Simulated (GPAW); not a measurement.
# TiB2 (P6/mmm) in GPAW: further runs

One crystal, TiB2, is run at these levels: PW91, PBEsol; tasks: band structure.

Everything below comes from runs of GPAW 26.7.0. Logs are shortened: lines on timing, memory, paths and dates and some standing lists are left out, and cuts for length are marked. The log counts tension as positive stress, the text compression.

**1. The structure**

Symmetry: P6/mmm, No. 191, hexagonal system. The conventional cell has a = 3.029 Å, b = 3.029 Å, c = 3.228 Å, α = 90.00°, β = 90.00°, γ = 120.00°. Around Ti (site symmetry 6/mmm) lie 12 B at 2.38 Å. B (site symmetry -6m2) has 3 B at 1.75 Å as nearest neighbours.

**2. Band structure, PW91**

run.py

```python
from ase.dft.bandgap import bandgap
from ase.io import read, write
from ase.units import GPa
from gpaw import GPAW, PW, setup_paths

setup_paths.insert(0, '.')

atoms = read('POSCAR')

calc = GPAW(mode=PW(800),
            xc='GGA_X_PW91+GGA_C_PW91',
            kpts={'size': (9, 9, 7), 'gamma': True},
            occupations={'name': 'fermi-dirac', 'width': 0.05},
            nbands=20,
            convergence={'density': 1e-05, 'energy': 1e-05},
            maxiter=150,
            txt='gpaw.txt')
atoms.calc = calc
energy = atoms.get_potential_energy()
forces = atoms.get_forces()
stress = atoms.get_stress()
calc.write('gs.gpw')
write('result.traj', atoms)
print(f'Energy: {energy:.6f} eV')
print('Forces (eV/A):')
print(forces.round(4))
print('Stress (GPa):', (stress / GPa).round(3))
print('Fermi level:', round(calc.get_fermi_level(), 4), 'eV')
print(f'Gap: {bandgap(calc)[0]:.4f} eV, direct: {bandgap(calc, direct=True)[0]:.4f} eV')

path = atoms.cell.bandpath('GMKGALHA,LM,KH', npoints=100, eps=1e-4)
bs_calc = calc.fixed_density(kpts=path, symmetry='off', nbands=30,
                             convergence={'bands': 'CBM+6.0', 'eigenstates': 1e-6}, txt='bands.txt')
bs = bs_calc.band_structure()
bs.write('bs.json')
print(f'Gap on the path: {bandgap(bs_calc)[0]:.4f} eV')
```

POSCAR

```
TiB2
1.0
    3.0292000000      0.0000000000      0.0000000000
   -1.5146000000      2.6233641531      0.0000000000
    0.0000000000      0.0000000000      3.2284000000
Ti B
1 2
Direct
    0.0000000000      0.0000000000      0.0000000000
    0.6666666667      0.3333333333      0.5000000000
    0.3333333333      0.6666666667      0.5000000000
```

Potentials or basis: PAW data sets generated in the run's folder for this functional, pw.

Launch:

```console
$ gpaw-setup -f GGA_X_PW91+GGA_C_PW91 B Ti
$ OMP_NUM_THREADS=1 python run.py
```

gpaw.txt:

```text
__  _  _
 | _ |_)|_||  |
 |__||  | ||/\| - 26.7.0

Input parameters:
  mode=PW(ecut=800.0),
  convergence={'density': 1e-05, 'energy': 1e-05},
  kpts=MonkhorstPack(size=(9, 9, 7), gamma=True),
  maxiter=150,
  nbands=20,
  occupations=Occupations(name='fermi-dirac', width=0.05),
  xc=XC(name='GGA_X_PW91+GGA_C_PW91')

Diagonalizing LCAO Hamiltonian
Converting LCAO to pw mode

         B  B

       Ti

Atoms  # Å, Bohr magnetons
|   | symbol |         x |        y |        z |    initial magnetic moments |
|---|--------|-----------|----------|----------|-----------------------------|
| 0 |     Ti |  0.000000 | 0.000000 | 0.000000 | ( 0.0000,  0.0000,  0.0000) |
| 1 |      B |  1.514600 | 0.874455 | 1.614200 | ( 0.0000,  0.0000,  0.0000) |
| 2 |      B | -0.000000 | 1.748909 | 1.614200 | ( 0.0000,  0.0000,  0.0000) |

Unit cell  # Å
| periodic |         x |        y |        z |  lengths |     angles |
|----------|-----------|----------|----------|----------|------------|
|      yes |  3.029200 | 0.000000 | 0.000000 | 3.029200 |  90.000000 |
|      yes | -1.514600 | 2.623364 | 0.000000 | 3.029200 |  90.000000 |
|      yes |  0.000000 | 0.000000 | 3.228400 | 3.228400 | 120.000000 |

Number of symmetries: 24
Symmetry operations  # r_c * U_cc + t_c -> r_c
|    | kind |            matrix            |
|----|------|------------------------------|
|  0 |  σ   |  1, 1, 0,  0,-1, 0,  0, 0, 1 |
|  1 |  C2  |  1, 1, 0,  0,-1, 0,  0, 0,-1 |
|  2 |  C6  |  1, 1, 0, -1, 0, 0,  0, 0, 1 |
|  3 |  S6  |  1, 1, 0, -1, 0, 0,  0, 0,-1 |
|  4 |  E   |  1, 0, 0,  0, 1, 0,  0, 0, 1 |
|  5 |  σ   |  1, 0, 0,  0, 1, 0,  0, 0,-1 |
|  6 |  σ   |  1, 0, 0, -1,-1, 0,  0, 0, 1 |
|  7 |  C2  |  1, 0, 0, -1,-1, 0,  0, 0,-1 |
|  8 |  σ   |  0, 1, 0,  1, 0, 0,  0, 0, 1 |
|  9 |  C2  |  0, 1, 0,  1, 0, 0,  0, 0,-1 |
| 10 |  C3  |  0, 1, 0, -1,-1, 0,  0, 0, 1 |
| 11 |  S3  |  0, 1, 0, -1,-1, 0,  0, 0,-1 |
| 12 |  C6  |  0,-1, 0,  1, 1, 0,  0, 0, 1 |
| 13 |  S6  |  0,-1, 0,  1, 1, 0,  0, 0,-1 |
| 14 |  σ   |  0,-1, 0, -1, 0, 0,  0, 0, 1 |
| 15 |  C2  |  0,-1, 0, -1, 0, 0,  0, 0,-1 |
| 16 |  σ   | -1, 0, 0,  1, 1, 0,  0, 0, 1 |
| 17 |  C2  | -1, 0, 0,  1, 1, 0,  0, 0,-1 |
| 18 |  C2  | -1, 0, 0,  0,-1, 0,  0, 0, 1 |
| 19 |  i   | -1, 0, 0,  0,-1, 0,  0, 0,-1 |
| 20 |  C3  | -1,-1, 0,  1, 0, 0,  0, 0, 1 |
| 21 |  S3  | -1,-1, 0,  1, 0, 0,  0, 0,-1 |
| 22 |  σ   | -1,-1, 0,  0, 1, 0,  0, 0, 1 |
| 23 |  C2  | -1,-1, 0,  0, 1, 0,  0, 0,-1 |

BZ-sampling:
  Number of BZ points: 567
  Number of IBZ points: 48

  Monkhorst-Pack size: [9, 9, 7]
  Monkhorst-Pack shift: [0, 0, 0]

K-points  # in reciprocal-cell coordinates
|     |                                coordinates |     weight |
|-----|--------------------------------------------|------------|
|   0 | (  0.00000000,   0.00000000,   0.00000000) | 0.00176367 |
|   1 | (  0.00000000,   0.00000000,   0.14285714) | 0.00352734 |
|   2 | (  0.00000000,   0.00000000,   0.28571429) | 0.00352734 |
|   3 | (  0.00000000,   0.00000000,   0.42857143) | 0.00352734 |
|   4 | (  0.11111111,   0.00000000,   0.00000000) | 0.01058201 |
|   5 | (  0.11111111,   0.00000000,   0.14285714) | 0.02116402 |
|   6 | (  0.11111111,   0.00000000,   0.28571429) | 0.02116402 |
|   7 | (  0.11111111,   0.00000000,   0.42857143) | 0.02116402 |
|   8 | (  0.22222222,  -0.11111111,   0.00000000) | 0.01058201 |
|   9 | (  0.22222222,  -0.11111111,   0.14285714) | 0.02116402 |
| ... |                                            |            |
|  47 | (  0.44444444,   0.44444444,   0.42857143) | 0.02116402 |

Plane wave coefficients: 1328
Cutoff: 800.0 eV

Spin-components: 1 (collinear spins)
Bands:           20
Projectors:      16
Spin-degeneracy: 2
Datatype:        complex128

Parallelization:
  kpt:    1
  domain: 1
  band:   1

Density:
  Valence electrons: 18.0
  Components: 1
  Grid points: [20 20 24]
  Charge: 0.0  # |e|

Potential:
  Grid points: [20 20 24]

species:
  Ti:
    name:    Titanium
    Z:       22.0
    valence: 12
    core:    10
    charge:  0.0  # [|e|]
    compensation charges:
      type: gauss
      rc: 0.38  # [Å]
      lmax: 2
    cutoffs:
      filter: 2.23  # [Å]
      core: 1.02  # [Å]
    projectors
    | kind |    occ | energy [eV] | rcut [Å] |
    |------|--------|-------------|----------|
    |   3s |  2.000 |     -62.631 |    1.270 |
    |   4s |  2.000 |      -4.507 |    1.270 |
    |   3p |  6.000 |     -38.905 |    1.058 |
    |   4p |  0.000 |      -1.503 |    1.058 |
    |   3d |  2.000 |      -4.320 |    1.058 |
    |    d |        |      22.891 |    1.058 |

    Using partial waves for Ti as LCAO basis

  B:
    name:    Boron
    Z:       5.0
    valence: 3
    core:    2
    charge:  0.0  # [|e|]
    compensation charges:
      type: gauss
      rc: 0.20  # [Å]
      lmax: 2
    cutoffs:
      filter: 1.14  # [Å]
      core: 1.38  # [Å]
    projectors
    | kind |    occ | energy [eV] | rcut [Å] |
    |------|--------|-------------|----------|
    |   2s |  2.000 |      -9.487 |    0.635 |
    |   2p |  1.000 |      -3.652 |    0.635 |
    |    s |        |      17.724 |    0.635 |
    |    p |        |      23.560 |    0.635 |
    |    d |        |       0.000 |    0.635 |

    Using partial waves for B as LCAO basis

Reference energy: -24571.413229  # eV

eigensolver:
  PPCG
  Converge bands: occupied
  niter=2

density mixing:
  MSR1-Mixer
  Pratt-step length: 0.05
  Maximum mixing coefficient: 0.75
  Old densities: 10
  SVD Regularization: 0.005
  Good broyden scale: 1.0
  Trust region scale: 1.0
  Backstep threshold: 4.0
  History deletion threshold: 6.0
  Fourier metric: weight=20.0, sigma=0.015

occupation numbers:
  Fermi-Dirac:
    width: 0.0500  # eV

poisson solver:
  ecut: 6400.0  # eV

xc functional:
  name: GGA_X_PW91+GGA_C_PW91 with 2 nearest neighbor stencil

convergence criteria:
- Maximum integral of absolute [dens]ity change: 1e-05 electrons / valence electron
- Maximum [total energy] change in last 3 cyles: 1e-05 eV / valence electron
- Maximum integral of absolute [eigenst]ate change: 4e-08 eV^2 / valence electron
maximum number of iterations: 150

SCF iterations
|iter     | |      energy | eigst |  dens |
|---------|-|-------------|-------|-------|
|iter:   1| |  -24.978610 | +0.22 |       |
|iter:   2| |  -24.420049 | -2.40 | -0.93 |
|iter:   3| |  -23.235957 | -1.23 | -1.00 |
|iter:   4| |  -23.219662 | -2.57 | -1.70 |
|iter:   5| |  -23.228124 | -3.13 | -1.99 |
|iter:   6| |  -23.228102 | -4.04 | -2.54 |
|iter:   7| |  -23.228105c| -5.31 | -3.12 |
|iter:   8| |  -23.228105c| -7.14 | -4.11 |
|iter:   9| |  -23.228105c| -8.56c| -4.73 |
|iter:  10| |  -23.228105c| -8.33c| -5.32c|

Converged in 10 steps
Energy contributions relative to reference atoms: (reference = -24571.413229)

Energy contributions:
  Kinetic:          21.162613
  Coulomb:         -19.237238
  Zero:              0.033484
  External:          0.000000
  Xc:              -25.185923
  Entropy:          -0.002080
  Spinorbit:         0.000000
  ----------------------------
  Free energy:     -23.229145
  Extrapolated:    -23.228105

dipole moment: (-4.818071, -8.345144, -10.269814)  # |e|*Ang

Fermi level: 11.455
Eigenvalues  # (at kpt = [0.000, 0.000, 0.000])
| band index |      eig [eV] | occ [0-2] |
|------------|---------------|-----------|
|          0 |       -45.469 |     2.000 |
|          1 |       -21.880 |     2.000 |
|          2 |       -21.560 |     2.000 |
|          3 |       -21.560 |     2.000 |
|          4 |        -2.050 |     2.000 |
|          5 |         8.818 |     2.000 |
[... 9 lines left out ...]
|         15 |        18.353 |     0.000 |
|         16 |        20.549 |     0.000 |
|        ... |               |           |
|         19 |        35.425 |     0.000 |

No gap
No difference between direct/indirect transitions

Forces  # eV/Ang
|       x |        y |       z |
|---------|----------|---------|
| 0.00000 |  0.00000 | 0.00000 |  # Ti   0
| 0.00000 |  0.00000 | 0.00000 |  # B    1
| 0.00000 | -0.00000 | 0.00000 |  # B    2

Stress tensor  # eV/Ang^3
|         x |         y |        z |
|-----------|-----------|----------|
| -0.004886 | -0.000000 | 0.000000 |
| -0.000000 | -0.004886 | 0.000000 |
|  0.000000 |  0.000000 | 0.000048 |

# Writing to gs.gpw (mode='')
```

Wall time 52 s (1 thread of Arm Neoverse V2, shared host); peak memory 0.29 GiB.

Results:

```yaml
Free_energy: -23.2291 eV
Pressure: 0.5 GPa
Band_gap_along_the_path: none (metal or under the smearing width)
```

Levels at the corners of the path, in eV from the Fermi level:
| point | band 5 | band 6 | band 7 | band 8 | band 9 | band 10 | band 11 | band 12 | band 13 | band 14 |
| --- | --- | --- | --- | --- | --- | --- | --- | --- | --- | --- |
| Γ | -13.50 | -2.64 | -2.64 | -2.35 | -2.11 | 1.85 | 1.85 | 3.60 | 3.60 | 5.76 |
| M | -9.37 | -9.26 | -3.31 | -3.25 | -2.27 | 1.30 | 2.70 | 3.17 | 3.33 | 7.40 |
| K | -8.34 | -8.34 | -7.34 | -1.89 | -1.89 | 1.34 | 1.34 | 1.95 | 6.87 | 6.87 |
| Γ | -13.50 | -2.64 | -2.64 | -2.35 | -2.11 | 1.85 | 1.85 | 3.60 | 3.60 | 5.76 |
| A | -11.60 | -7.59 | -0.61 | -0.61 | -0.20 | -0.20 | 0.41 | 0.41 | 1.60 | 6.53 |
| L | -9.77 | -7.57 | -4.67 | -3.82 | -3.14 | 2.44 | 2.88 | 4.41 | 4.52 | 5.36 |
| H | -8.59 | -8.59 | -5.74 | -3.16 | -3.16 | 2.46 | 4.18 | 4.18 | 4.45 | 4.45 |
| A | -11.60 | -7.59 | -0.61 | -0.61 | -0.20 | -0.20 | 0.41 | 0.41 | 1.60 | 6.53 |
| L | -9.77 | -7.57 | -4.67 | -3.82 | -3.14 | 2.44 | 2.88 | 4.41 | 4.52 | 5.36 |
| M | -9.37 | -9.26 | -3.31 | -3.25 | -2.27 | 1.30 | 2.70 | 3.17 | 3.33 | 7.40 |
| K | -8.34 | -8.34 | -7.34 | -1.89 | -1.89 | 1.34 | 1.34 | 1.95 | 6.87 | 6.87 |
| H | -8.59 | -8.59 | -5.74 | -3.16 | -3.16 | 2.46 | 4.18 | 4.18 | 4.45 | 4.45 |

**3. Band structure, PBEsol**

Changes to run.py since step 2:

```diff
@@ -10,3 +10,3 @@
 calc = GPAW(mode=PW(800),
-            xc='GGA_X_PW91+GGA_C_PW91',
+            xc='PBEsol',
             kpts={'size': (9, 9, 7), 'gamma': True},
```

POSCAR is that of step 2.

Potentials or basis: PAW data sets generated in the run's folder for this functional, pw.

Launch:

```console
$ gpaw-setup -f PBEsol B Ti
$ OMP_NUM_THREADS=1 python run.py
```

Wall time 51 s (1 thread of Arm Neoverse V2, shared host); peak memory 0.29 GiB.

The run converged. Its results:

```yaml
Free_energy: -24.7453 eV
Pressure: -4.6 GPa
Band_gap_along_the_path: none (metal or under the smearing width)
```

Stress tensor (GPa, compression positive):
```
-3.51  0.00  0.00
 0.00 -3.51  0.00
 0.00  0.00 -6.93
```

Levels at the corners of the path, in eV from the Fermi level:
```csv
point,band 6,band 7,band 8,band 9,band 10,band 11,band 12,band 13
Γ,-2.62,-2.62,-2.34,-2.17,1.88,1.88,3.66,3.66
M,-9.22,-3.29,-3.25,-2.31,1.32,2.75,3.22,3.34
K,-8.30,-7.39,-1.89,-1.89,1.35,1.35,1.97,6.94
Γ,-2.62,-2.62,-2.34,-2.17,1.88,1.88,3.66,3.66
A,-7.64,-0.56,-0.56,-0.21,-0.21,0.42,0.42,1.62
L,-7.56,-4.66,-3.86,-3.17,2.47,2.93,4.49,4.60
H,-8.56,-5.75,-3.19,-3.19,2.50,4.26,4.26,4.51
A,-7.64,-0.56,-0.56,-0.21,-0.21,0.42,0.42,1.62
L,-7.56,-4.66,-3.86,-3.17,2.47,2.93,4.49,4.60
M,-9.22,-3.29,-3.25,-2.31,1.32,2.75,3.22,3.34
K,-8.30,-7.39,-1.89,-1.89,1.35,1.35,1.97,6.94
H,-8.56,-5.75,-3.19,-3.19,2.50,4.26,4.26,4.51
```
